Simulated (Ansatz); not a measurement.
## GaN (P6_3mc): the host for defect calculations

Aim: the runs on the perfect crystal GaN (P6_3mc) that a defect calculation needs first.

Main program and level: Ansatz 0.2.0; plane-wave PAW DFT, r2SCAN; relaxation of the host's cell and atoms, in the first sound run; inputs show where later runs differ.

### Step 1. Starting point

The structure is hexagonal, space group P6_3mc (No. 186). Conventional cell: a = 3.189 Å, b = 3.189 Å, c = 5.192 Å, α = 90.00°, β = 90.00°, γ = 120.00°. Nearest to Ga lie 4 N at 1.95 to 1.96 Å. Nearest to N lie 4 Ga at 1.95 to 1.96 Å. Farther neighbours and most contacts between anions are not listed.

### Step 2. Host cell relaxation

Lattice and positions are set free, within the symmetry that the program keeps.

File cell/input.yaml:

```yaml
crystal:
  lattice:
    - [3.1889304, 0.0, 0.0]
    - [-1.5944652, 2.7616947, 0.0]
    - [0.0, 0.0, 5.1923572]
  atoms:
    - { symbol: Ga, position: [0.66666667, 0.33333333, 0.49908371] }
    - { symbol: Ga, position: [0.33333333, 0.66666667, 0.99908371] }
    - { symbol: "N", position: [0.66666667, 0.33333333, 0.87591629] }
    - { symbol: "N", position: [0.33333333, 0.66666667, 0.37591629] }
basis:
  ecutwfc: 500
  xc_grid: 2
hamiltonian:
  xc: r2scan
kpoints:
  mp_grid: { grid: [10, 10, 6] }
scf:
  occupations: { method: fixed }
  max_iter: 100
relax:
  f_tol: 0.005
  max_steps: 60
  cell: {}
output:
  forces: true
  stress: true
checkpoint:
  write: "../cell.run"
  compress: false
  write_wavefunctions: false
  write_every: 100000
```

Run with:

```bash
$ ansatz run input.yaml --threads 32 --pin off --max-ram 84787MiB --backend cpu --events-out ev --progress --plain --runs-dir out
```

Numbers of over 12 decimals in the logs are rounded to 6 here.

What it wrote:

```text
[... repeated set-up lines and file paths are left out, and long positions are rounded to six places ...]
Engine: ansatz 0.2.0, aarch64-unknown-linux-gnu
Pseudopotentials: kind: paw
Pseudopotential: Ga, paw, valence charge 13, recommended cutoff 500 eV (meta_gga), Ga.paw.azcp
Pseudopotential: N, paw, valence charge 5, recommended cutoff 500 eV (meta_gga), N.paw.azcp
Functional definition: r2SCAN
  parameter k0 = 0.174
  parameter k1 = 0.065
  parameter a1 = 4.9479
  exchange = r2scan_x(k0 = k0, k1 = k1, a1 = a1)
  correlation = r2scan_c
Crystal: 4 atoms, lattice volume = 45.728 Å³
Basis set: ecut = 500 eV, 1141 PW (Γ), exchange–correlation on 48×48×80 points (8 copies of the dense FFT grid, shifted against one another)
Bands: 22, of which v1, the nominal top of the filled ones, is band 18 counted from 1 (17 counted from 0)
Symmetry: 12 space group operations
Space group: P63mc (ITA 186), of the structure as read, at distance tolerance 3.6e-5 Å
k-points: 56 of 600 (time reversal used)
Non-local potential: Ga, projectors of the file, l = 0: 2, l = 1: 2, l = 2: 3, l = 3: 1
Non-local potential: N, projectors of the file, l = 0: 2, l = 1: 2, l = 2: 1
PAW form: soft (Blöchl's): semilocal exchange-correlation on the pseudo side does not see the compensation charge
PAW frozen core: Ga, regenerated for the run's functional (the file was generated under x = pbe(κ = 0.804, μ = 0.219515), c = pbe(β = 0.066725))
PAW frozen core: N, regenerated for the run's functional (the file was generated under x = pbe(κ = 0.804, μ = 0.219515), c = pbe(β = 0.066725))
PAW one-centre angular grid: Ga, 590 points (default); XC on 160 Gauss nodes
PAW one-centre angular grid: N, 302 points (default); XC on 160 Gauss nodes
Initial density: superposition of atomic densities (neutral atoms: chi_scale 0, normalization atom), corrected by the library's trained network
Initial wavefunctions: pseudopotential atomic-orbital guess
Functional: x = r2scan, c = r2scan; τ floored in thin density (d = 2e-4 eV/Å³)
SCF iter   1: F=—  HF=-8352.712084 eV  |Δ(HF+E_count)|=         —  Δρ=1.25e-2  dr2=2.67e-2  dr2_τ=1.88e-1  Hψ=4469
preconditioner: auto → Resta (q_TF=auto, 2.622 Å⁻¹)  ε∞=4.5  [insulator: Δε(μ)=2.276 eV  Ē_g=17.609 eV  n_scr=22 (ndim 8)  ℏωp=32.9 eV  f_vac=0.008  ε∞_Penn≈4.5]
SCF iter   2: F=—  HF=-8352.774398 eV  |Δ(HF+E_count)|=   6.23e-2  Δρ=5.84e-3  dr2=9.47e-3  dr2_τ=3.16e-4  Hψ=2878
SCF iter   3: F=—  HF=-8352.773865 eV  |Δ(HF+E_count)|=   5.33e-4  Δρ=3.69e-3  dr2=2.65e-3  dr2_τ=8.80e-5  Hψ=2249
SCF iter   4: F=—  HF=-8352.773883 eV  |Δ(HF+E_count)|=   1.75e-5  Δρ=2.97e-4  dr2=2.13e-5  dr2_τ=7.99e-6  Hψ=2281
SCF iter   5: F=—  HF=-8352.773905 eV  |Δ(HF+E_count)|=   2.29e-5  Δρ=1.29e-4  dr2=3.97e-6  dr2_τ=4.27e-7  Hψ=2117
SCF iter   6: F=—  HF=-8352.773910 eV  |Δ(HF+E_count)|=   4.41e-6  Δρ=3.50e-5  dr2=5.93e-7  dr2_τ=2.74e-8  Hψ=2240
SCF iter   7: F=—  HF=-8352.773910 eV  |Δ(HF+E_count)|=   6.79e-9  Δρ=1.76e-5  dr2=1.40e-7  dr2_τ=8.77e-9  Hψ=4752
SCF iter   8: F=-8352.773910 eV  HF=-8352.773910 eV  |Δ(HF+E_count)|=   2.29e-8  Δρ=7.84e-6  dr2=2.80e-8  dr2_τ=4.71e-10  Hψ=3802
SCF 1 converged in 8 iterations: F = -8352.773910 eV  dr2 = 2.80e-8
  greatest PAW one-centre occupation: 0.995 electrons in one spin orbital (limit 2), on the Ga atom at site 0 (counted from 0), in its partial waves of l = 2
relax step   1: F+E_penalty+E_count = -8352.77390986 eV  Δ(F+E_penalty+E_count) = +0.000e0 eV  max|allowed force component| = 1.263e-3 eV/Å  Δτ_max = 0.0000 Å  P = -1.039 GPa  Ω = 45.728 Å³  (8 SCF iters, dr2 threshold 1.00e-7 eV, accepted)
[... the SCF cycles and remarks between the steps are left out from here to the last step ...]
relax step   2: F+E_penalty+E_count = -8352.77468219 eV  Δ(F+E_penalty+E_count) = -7.723e-4 eV  max|allowed force component| = 1.068e-3 eV/Å  Δτ_max = 0.0001 Å  P = -0.398 GPa  Ω = 45.577 Å³  energy of the carried Pulay correction = +9.336e-5 eV  (5 SCF iters, dr2 threshold 4.00e-7 eV, accepted)
relax step   3: F+E_penalty+E_count = -8352.77485423 eV  Δ(F+E_penalty+E_count) = -1.720e-4 eV  max|allowed force component| = 5.171e-4 eV/Å  Δτ_max = 0.0001 Å  P = +0.005 GPa  Ω = 45.484 Å³  energy of the carried Pulay correction = +1.511e-4 eV  (4 SCF iters, dr2 threshold 3.98e-7 eV, accepted)
Initial wavefunctions: pseudopotential atomic-orbital guess (no wavefunctions were taken with the density)
iter 1 solved again at ethr=2.51e-8 eV; its pass at ethr=3.10e-3 eV (dr2=9.03e-6 eV) is discarded
SCF iter   1: F=—  HF=-8352.774691 eV  |Δ(HF+E_count)|=         —  Δρ=3.29e-5  dr2=3.80e-7  dr2_τ=5.31e-8  Hψ=8152
SCF iter   2: F=—  HF=-8352.774689 eV  |Δ(HF+E_count)|=   1.60e-6  Δρ=1.63e-5  dr2=9.61e-8  dr2_τ=9.04e-9  Hψ=2118
SCF iter   3: F=—  HF=-8352.774689 eV  |Δ(HF+E_count)|=   2.45e-8  Δρ=9.69e-6  dr2=3.02e-8  dr2_τ=8.02e-10  Hψ=1905
SCF iter   4: F=—  HF=-8352.774689 eV  |Δ(HF+E_count)|=   4.87e-9  Δρ=1.44e-6  dr2=1.06e-9  dr2_τ=2.24e-10  Hψ=2249
SCF iter   5: F=—  HF=-8352.774689 eV  |Δ(HF+E_count)|=  1.56e-10  Δρ=5.51e-7  dr2=1.21e-10  dr2_τ=5.60e-12  Hψ=2139
SCF iter   6: F=-8352.774689 eV  HF=-8352.774689 eV  |Δ(HF+E_count)|=  4.00e-11  Δρ=7.54e-8  dr2=1.92e-12  dr2_τ=1.05e-13  Hψ=4471
SCF 4 converged in 6 iterations: F = -8352.774689 eV  dr2 = 1.92e-12
relax step   4: F+E_penalty+E_count = -8352.77468926 eV  Δ(F+E_penalty+E_count) = +1.650e-4 eV  max|allowed force component| = 5.442e-4 eV/Å  Δτ_max = 0.0000 Å  P = +0.004 GPa  Ω = 45.484 Å³  stress off target by 4.83e-3 GPa  SCF on the basis re-selected at this cell (its energy is not comparable with the rows above)  (6 SCF iters)
basis re-selected at this cell: Δ(F+E_penalty+E_count) = +1.650e-4 eV, ΔP = -0.001 GPa vs the last step (what re-selecting the basis moved, of the pressure what is left beyond the Pulay correction that the steps carried, after the strain that the cell walked [...]
SCF converged after 6 iterations
Free energy (F): -8352.774689 eV
Harris-Foulkes:  -8352.774689 eV  (|F-HF|=3.64e-12)
Internal energy: -8352.774689 eV  (E = F + TS)
E sigma→0 (E₀):  -8352.774689 eV
Fermi energy:    9.486724 eV
--- Per-component energies (eV) ---
  E_band       = -29.646353
  E_kinetic    = 494.368707
  E_local      = -3904.007521  (includes V_loc(G=0)·N_el)
  E_nonlocal   = 952.976004
  E_hartree    = 1801.757017
  E_xc         = -243.549400
  E_vxc        = -287.265239  (∫ρ·V_xc dr)
  E_paw        = -4274.770934  (= ΣΔE_a)
  E_vpaw       = -904.914081  (= ΣTr[D̂ρ^β])
  E_aug_tail   = -0.000045  (compensation charges beyond the density's cutoff)
  E_vtau       = 15.681843  (kinetic-family band-sum trace: ∫τ·v_τ [+ j·A + Jᵃ·Aᵃ] dr)
  E_ewald      = -3178.183248
  E_core_change = -1.365269  (= ΣΔE_core)
  E_smearing   = -0.000000  (= −TS)
  E_closure    = 0.000000  (closes the sum)
  Σ components = -8352.774689   (vs F -8352.774689, Δ=0.00e0)
--- Forces (eV/Å), atoms counted from 1 ---
  atom   1  Ga     0.00000000     0.00000000     0.00054712
  atom   2  Ga    -0.00000000    -0.00000000     0.00054712
  atom   3  N      0.00000000     0.00000000    -0.00054132
  atom   4  N     -0.00000000    -0.00000000    -0.00054132
  max |Σ_I F_I| component: 1.16e-5 eV/Å
--- Stress (GPa, compression-positive) ---
        0.004828      -0.000000       0.000000
        0.000000       0.004828       0.000000
        0.000000       0.000000       0.002663
  P = ⅓ Tr σ = 0.0041 GPa (0.041 kbar)
--- Relaxed structure (3 steps of the walk, 3 accepted, 1 SCFs on fresh bases) ---
  F+E_penalty+E_count = -8352.77468926 eV   max|allowed force component| = 5.442e-4 eV/Å   (the final SCF, on the basis selected at the relaxed cell)
  cell:  # Å, volume = 45.4839 Å³
    - [3.183086, 0, 0]
    - [-1.591543, 2.756634, -1.8002487800482376e-19]
    - [0, -3.3847096320056974e-19, 5.183581]
  atoms:
    - { symbol: Ga, position: [0.666667, 0.333333, 0.499108] }
    - { symbol: Ga, position: [0.333333, 0.666667, 0.999108] }
    - { symbol: N, position: [0.666667, 0.333333, 0.875892] }
    - { symbol: N, position: [0.333333, 0.666667, 0.375892] }
```

Run time: 2.3 s. Hardware: 32 threads of Arm Neoverse V2, shared host; peak memory 0.26 GiB; 49 s of CPU time.

Step by step:

| step | energy less that of the first step (eV) | largest force component (eV/Å) | pressure (GPa) | volume (Å³) |
| --- | --- | --- | --- | --- |
| 1 | 0.0000 | 0.0013 | -1.04 | 45.73 |
| 2 | -0.0008 | 0.0011 | -0.40 | 45.58 |
| 3 | -0.0009 | 0.0005 | 0.00 | 45.48 |
| 4* | -0.0008 | 0.0005 | 0.00 | 45.48 |

Relaxation steps marked * repeat the geometry before them on a plane-wave basis chosen anew for their cell, so energy and pressure can jump there.

The run keeps the 12 symmetry operations that it works with, so distortions that break them were not tested.

```
conventional cell, symmetrised  before  after  change
                         a (Å)   3.189  3.183  -0.2 %
                         b (Å)   3.189  3.183  -0.2 %
                         c (Å)   5.192  5.184  -0.2 %
              volume (Å³/atom)   11.43  11.37  -0.5 %
```

The relaxed structure:

```xyz
4
Lattice="3.1831 0.0000 0.0000 -1.5915 2.7566 0.0000 0.0000 0.0000 5.1836" Properties=species:S:1:pos:R:3 pbc="T T T"
Ga    1.5916    0.9189    2.5872
Ga    0.0000    1.8378    5.1790
N     1.5916    0.9189    4.5402
N     0.0000    1.8378    1.9485
```

Numbers from this step:

```yaml
pressure: 0.004106 GPa
```

The cell shrank by 0.5 % in volume.

### Step 3. Dielectric tensors of the host

The response to a uniform electric field gives the electronic dielectric tensor.

This step: plane-wave PAW DFPT, PBEsol; dielectric tensors, Born charges and zone-centre modes of the host (Ansatz 0.2.0).

File eps/input.yaml:

```yaml
crystal:
  lattice:
    - [3.1830864089, 0.0, 0.0]
    - [-1.5915432044, 2.7566336925, 0.0]
    - [0.0, 0.0, 5.1835805568]
  atoms:
    - { symbol: Ga, position: [0.6666666667, 0.3333333333, 0.4991084241] }
    - { symbol: Ga, position: [0.3333333333, 0.6666666667, 0.9991084241] }
    - { symbol: "N", position: [0.6666666667, 0.3333333333, 0.8758915759] }
    - { symbol: "N", position: [0.3333333333, 0.6666666667, 0.3758915759] }
basis:
  ecutwfc: 420
hamiltonian:
  xc: pbesol
kpoints:
  mp_grid: { grid: [9, 9, 5] }
scf:
  occupations: { method: fixed }
  max_iter: 100
phonons:
  method: dfpt
  dielectric: true
  rigid_motions: translations
```

What it wrote:

```text
[...]
Crystal: 4 atoms, lattice volume = 45.484 Å³
Basis set: ecut = 420 eV, 893 PW (Γ), exchange–correlation on 48×48×72 points (8 copies of the dense FFT grid, shifted against one another)
Bands: 22, of which v1, the nominal top of the filled ones, is band 18 counted from 1 (17 counted from 0)
Symmetry: 12 space group operations
k-points: 115 of 405 (irreducible under 2 space group operations, time reversal used)
[...]
SCF iter   1: F=—  HF=-8245.714083 eV  |Δ(HF+E_count)|=         —  Δρ=1.27e-2  dr2=7.10e-2  Hψ=8951
[...]
SCF iter   9: F=-8245.693902 eV  HF=-8245.693902 eV  |Δ(HF+E_count)|=  1.07e-10  Δρ=8.37e-8  dr2=2.69e-12  Hψ=13503
SCF 1 converged in 9 iterations: F = -8245.693902 eV  dr2 = 2.69e-12
[...]
NSCF: frozen V_eff on 6 k-points
DFPT response loops at Γ: preconditioner auto → Resta (q_TF=auto, 2.624 Å⁻¹)  ε∞=5.7 (no band partly filled); β = 1.00, the filter's whole step (`scf.mixing.beta` (0.50) is not read by the response loops at its default; [...]
── the response to a field inside a basis, on 12×12×8 k-points: an SCF that follows is theirs, and a resumed run solves both again ──
Bands: 19, of which v1, the nominal top of the filled ones, is band 18 counted from 1 (17 counted from 0)
k-points: 168 of 1152 (irreducible under 4 space group operations, time reversal used)
[...]
Eigensolver: Dense (168 Hₖ)
SCF iter   1: F=—  HF=-8245.692347 eV  |Δ(HF+E_count)|=         —  Δρ=4.93e-4  dr2=2.53e-5
[...]
SCF iter   4: F=-8245.692356 eV  HF=-8245.692356 eV  |Δ(HF+E_count)|=   1.90e-6  Δρ=1.16e-5  dr2=3.52e-8
SCF 1 converged in 4 iterations: F = -8245.692356 eV  dr2 = 3.52e-8
[...]
WARN: field response: ε∞ stands inside a basis, on 12×12×8 points; [...]
SCF converged after 9 iterations
Free energy (F): -8245.693902 eV
[...]
Internal energy: -8245.693902 eV  (E = F + TS)
E sigma→0 (E₀):  -8245.693902 eV
Fermi energy:    9.622835 eV
[...]
--- Band table (eV; the first three rows and the last of 115) ---
[...]
--- Phonons (Γ-DFPT): 4 representative perturbations + reference, on 115 of 405 k-points (Σ response iterations 14) ---
  k mesh reduced under 2 symmetry operations, with k and −k counted as one. Each operation leaves every solved perturbation unchanged. A smaller set is not considered because the run solves the response to a homogeneous field
  ASR residual: 2.731e-5 → 0.000e0 eV/Å²; symmetrization residual: 7.853e-6 eV/Å²
  ASR residual per site (eV/Å²): 2.73e-5 2.73e-5 8.92e-6 8.92e-6
  Γ frequencies (cm⁻¹): 0.00 0.00 0.00 136.50 136.50 327.02 521.60 544.91 544.91 553.54 553.54 677.63
  ε∞ (high-frequency dielectric tensor):
        5.839390     0.000000    -0.000000
        0.000000     5.839390     0.000000
       -0.000000     0.000000     6.022209
  ε⁰ (static dielectric tensor: ions relaxed, cell fixed):
       10.096372    -0.000000    -0.000000
        0.000000    10.096372     0.000000
       -0.000000     0.000000    11.184354
  ε⁰ − ε∞ (ionic part):
        4.256981    -0.000000     0.000000
       -0.000000     4.256981     0.000000
        0.000000     0.000000     5.162145
  softest optical mode at Γ: 136.50 cm⁻¹; the repairs (sum rule, projections) moved no ω² at Γ by more than (1.42 cm⁻¹)²
  Born effective charges Z* (e; rows j = field, columns β = displacement):
    site 0:
         2.61036    0.00000   -0.00000
         0.00000    2.61036    0.00000
        -0.00000    0.00000    2.75153
    site 1:
         2.61036    0.00000   -0.00000
         0.00000    2.61036    0.00000
        -0.00000    0.00000    2.75153
    site 2:
        -2.61036   -0.00000    0.00000
        -0.00000   -2.61036   -0.00000
         0.00000   -0.00000   -2.75153
    site 3:
        -2.61036   -0.00000    0.00000
        -0.00000   -2.61036   -0.00000
         0.00000   -0.00000   -2.75153
  Z* charge neutrality: 3.117e-3 e pre-enforcement
  solved inside a basis spanned on kpoints, on 12×12×8 k-points, its susceptibility summed on 18×18×10: ε∞ is read to err by 1.8e-2, Z* by 1.5e-2 e (field_mesh: kpoints solves on kpoints); Z* is corrected for what the basis lacks
  optical modes at Γ without the LO–TO term, one row a degenerate level:
      ω (cm⁻¹)  modes    IR ((D/Å)²/amu)
        136.50      2             0.0000
        327.02      1             0.0000
        521.60      1            29.9503
        544.91      2            53.9118
        553.54      2             0.0000
        677.63      1             0.0000
  optical modes at Γ + LO–TO along q̂ = [1.0000, 0.0000, 0.0000]:
      ω (cm⁻¹)  modes    IR ((D/Å)²/amu)
        136.50      2             0.0000
        327.02      1             0.0000
        521.60      1            29.9503
        544.91      1            26.9559
        553.54      2             0.0000
        677.63      1             0.0000
        716.52      1            26.9559
  optical modes at Γ + LO–TO along q̂ = [0.0000, 1.0000, 0.0000]:
      ω (cm⁻¹)  modes    IR ((D/Å)²/amu)
        136.50      2             0.0000
        327.02      1             0.0000
        521.60      1            29.9503
        544.91      1            26.9559
        553.54      2             0.0000
        677.63      1             0.0000
        716.52      1            26.9559
  optical modes at Γ + LO–TO along q̂ = [0.0000, 0.0000, 1.0000]:
      ω (cm⁻¹)  modes    IR ((D/Å)²/amu)
        136.50      2             0.0000
        327.02      1             0.0000
        544.91      2            53.9118
        553.54      2             0.0000
        677.63      1             0.0000
        710.83      1            29.9503
```

It took 11 s on 32 threads; peak memory 1 GiB; 4.1 min of CPU time.

In the SCF lines HF is the Harris–Foulkes energy and dr2 the Hartree energy of the density residual, in eV; the loop may stop once dr2 is under the threshold and the program's other checks hold. Hψ counts applications of the Hamiltonian.

Electronic dielectric tensor:

```
5.84 0.00 0.00
0.00 5.84 0.00
0.00 0.00 6.02
```

Static dielectric tensor:

```
10.10  0.00  0.00
 0.00 10.10  0.00
 0.00  0.00 11.18
```

The principal values of the electronic dielectric tensor are 5.84, 5.84 and 6.02. The principal values of the static dielectric tensor are 10.10, 10.10 and 11.18.

[end of part 1 of 3]

[Logs are printed without paths, hosts, clocks, repeated set-up lines and the standing remarks that a program may print on its own settings, such as how far it seeks lower states.]

[Hosts, paths, dates, database ids (printed as entryN), source tags and the programs' standing remarks are cut or masked in the printed files.]

[Runs of the host that timed out are not shown.]

[For some hosts the program warned that the k-mesh of the response run may be too coarse for force constants and the static dielectric constant; such warnings are not always shown.]
